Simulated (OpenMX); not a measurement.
The system is Ge.

```
Ge
1.0
     0.00000    2.82891    2.82891
     2.82891    0.00000    2.82891
     2.82891    2.82891    0.00000
Ge
2
Direct
  0.75000 0.75000 0.75000
  0.50000 0.50000 0.50000
```

```yaml
Program: OpenMX 3.8.5
Task: single point
Functional: PBE
Potentials_or_basis: OpenMX 2013 PBE set, Ge7.0-s3p2d2, grid cutoff 260 Ry
k_mesh: 9 × 9 × 9
Occupations: fermi-dirac, width 0.05 eV
Spin: no spin polarisation
```

On this cell: pressure 5.4 GPa; largest force zero by symmetry; band gap on the k mesh 0.08 eV, direct.

The same run follows on a disturbed copy (atoms moved at random, drawn with an rms of 0.05 Å):

```
Ge
1.0
     0.00000    2.82891    2.82891
     2.82891    0.00000    2.82891
     2.82891    2.82891    0.00000
Ge
2
Direct
  0.76097 0.73326 0.75334
  0.49345 0.48940 0.51015
```

Task: What does the disturbed cell give?

Result: The energy moves by +10.8 meV/atom; pressure 5.6 GPa; largest force 0.775 eV/Å; band gap on the k mesh none (metal or under the smearing width).

Forces on the atoms (eV/Å):
```
Ge   0.495 -0.410 -0.432
Ge  -0.494  0.411  0.432
```

Caveats: the basis of atomic orbitals isn't converged, which shifts pressures, moduli and gaps; an odd mesh through Γ misses points on the zone boundary, where band edges often lie (some runs).
